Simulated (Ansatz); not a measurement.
B3P: competing structures

The calculation used DFT PBE, scalar-relativistic, plane waves, PAW (Ansatz 0.2.0). All cells share a 420 eV cutoff and Γ-centred k meshes spaced at most 0.3 Å⁻¹ (0.19 for metals, 2π included).

All energies are static (0 K, no zero-point motion). The comparison covers the computed candidates alone. For metals, differences of a few meV/atom aren't resolved. Weakly bound directions are ill-defined at this level, which has no dispersion term (B3P I4/mmm). No run is spin-polarised.

| # | started from | space group | atoms | V (Å³/atom) | ΔE (meV/atom) | gap on mesh (eV) |
| --- | --- | --- | --- | --- | --- | --- |
| 1 | a random cell | C2 (No. 5) | 4 | 9.1 | 0 | 0.00 |
| 2 | TiAl3 (D0_22) type | I4/mmm (No. 139) | 4 | 9.2 | 1273 | 0.00 |

The lowest structure: Space group C2 (No. 5), monoclinic, a = 3.926 Å, b = 4.914 Å, c = 3.890 Å, β = 105.0°. B on Wyckoff site b (1 atom of the primitive cell) is coordinated by 4 B at 1.75–1.82 Å; B on Wyckoff site c (2 atoms of the primitive cell) is coordinated by 3 B at 1.75–1.90 Å and 2 P at 1.95–2.00 Å; around P lie 4 B at 1.95–2.00 Å. Its energy against the elements is 0.12 eV/atom, so it is unstable even against them. The zero of energy is the lowest elemental structures computed at the same level; no fitted shifts are applied.

Space group C2 (No. 5). a = 3.926 Å, b = 4.914 Å, c = 3.890 Å, α = 90.00°, β = 105.02°, γ = 90.00°
```csv
atom,site,symmetry,x,y,z
B,2b,2,0.5000,0.2779,0.5000
B,4c,1,0.7097,0.9611,0.6880
P,2a,2,0.5000,0.7447,0.0000
```

The second: Space group I4/mmm (No. 139), tetragonal, a = 2.809 Å, c = 9.306 Å. B on Wyckoff site b (1 atom of the primitive cell) is coordinated by 4 P at 1.99 Å; around B on Wyckoff site d (2 atoms of the primitive cell) lie 4 B at 1.99 Å; around P lie 4 B at 1.99 Å.